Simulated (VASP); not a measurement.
Si: relaxation of cell and atoms with LDA

The system is Si.

```
Si
1.0
     2.65827    0.00000    0.00000
    -1.32913    2.30213    0.00000
     0.00000    0.00000    4.50721
Si
2
Direct
  0.33333 0.66667 0.25000
  0.66667 0.33333 0.75000
```

This isn't the form of Si at room conditions, which is diamond.

```yaml
Program: VASP 6.6.1
Task: relaxation of cell and atoms
Functional: LDA
Potentials_or_basis: VASP PAW LDA potentials, release 64 (Si)
Cutoff: 600 eV
k_mesh: 18 × 18 × 8
Occupations: methfessel-paxton, width 0.1 eV
Spin: no spin polarisation
Further_INCAR_settings: ALGO = Normal; EDIFF = 1e-07; IBRION = 2; EDIFFG = -0.005; NSW = 90; ISIF = 3
```

The pressure after relaxing is 0.0 GPa. The band gap on the k mesh is none (metal or under the smearing width).

Final structure:
```yaml
crystal:
  lattice:
    - [2.65827, 0.00000, 0.00000]
    - [-1.32913, 2.30213, 0.00000]
    - [0.00000, 0.00000, 4.50721]
  atoms:
    - { symbol: Si, position: [0.33333, 0.66667, 0.25000] }
    - { symbol: Si, position: [0.66667, 0.33333, 0.75000] }
```

Levels at points of the mesh, in eV from the Fermi level:
```csv
k point,band 1,band 2,band 3,band 4,band 5,band 6,band 7,band 8
"(0.00, 0.00, 0.00)",-14.87,-8.29,-7.40,9.03,9.03,10.32,10.32,10.68
"(0.50, 0.00, 0.00)",-8.42,-7.85,-1.95,-1.67,-1.50,-0.10,3.76,5.96
"(0.00, 0.00, 0.50)",-13.10,-13.10,0.57,0.57,10.37,10.37,10.37,10.37
"(0.50, 0.00, 0.50)",-6.71,-6.71,-6.12,-6.12,5.28,5.28,5.79,5.79
```

Run time: 17 s on 1 thread of Intel(R) Xeon(R) Platinum 8488C (Sapphire Rapids), with other jobs on the host, peak memory 0.15 GiB.

Caveat: the relaxation stopped at its first step, so nothing moved.
